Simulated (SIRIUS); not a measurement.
PtSe2 (Sudovikovite), 3 atoms in the cell. The structure is trigonal, space group P-3m1 (No. 164). Conventional cell: a = 3.724 Å, b = 3.724 Å, c = 5.062 Å, α = 90.00°, β = 90.00°, γ = 120.00°. Around Pt (site symmetry -3m) lie 6 Se at 2.49 Å. Se (site symmetry 3m) has 3 Pt at 2.49 Å as nearest neighbours. 

| Quantity | Value |
| --- | --- |
| Program | SIRIUS 7.12.0 |
| Task | single point |
| Functional | PBEsol |
| Potentials or basis | all-electron FP-LAPW |
| Cutoff | 198 eV |
| Basis | apw+lo standard |
| k mesh | 8 × 8 × 5 |
| Occupations | fermi-dirac, width 0.05 eV |
| Spin | no spin polarisation |
| Muffin tin radii | Pt 2.43, Se 2.2 bohr |
| Basis cutoff (gk_cutoff) | 3.82 1/bohr |
| Cutoff of density and potential (pw_cutoff) | 20 1/bohr |
| lmax of the basis | 11 |
| lmax of density and potential | 8 |
| Valence relativity | iora |
| Core states | Pt 1s2s2p3s3p3d4s4p4d, Se 1s2s2p |
| Local orbitals (radial functions) | Pt 17, Se 14 |
| Reference energy of the basis | 0.28 Ha |
| Smallest sphere radius times basis cutoff | 8.4 |
| Start of the SCF | LDA density |

Potentials or basis: all-electron FP-LAPW, apw+lo standard.

The run is started by

```sh
$ OMP_NUM_THREADS=1 sirius.scf --input=sirius_start.json --output=start.json
$ OMP_NUM_THREADS=1 sirius.scf --input=sirius.json --output=output.json --task=1
```

Hardware: 1 thread of Arm Neoverse V1, on a shared host.

Task: How long does it take, and how much memory?

Result: It took 3.6 min on 1 thread of Arm Neoverse V1, on a shared host, peak memory 0.75 GiB. Counts: scf iterations 8, k points 40, plane waves 413, basis 590, bands 50.
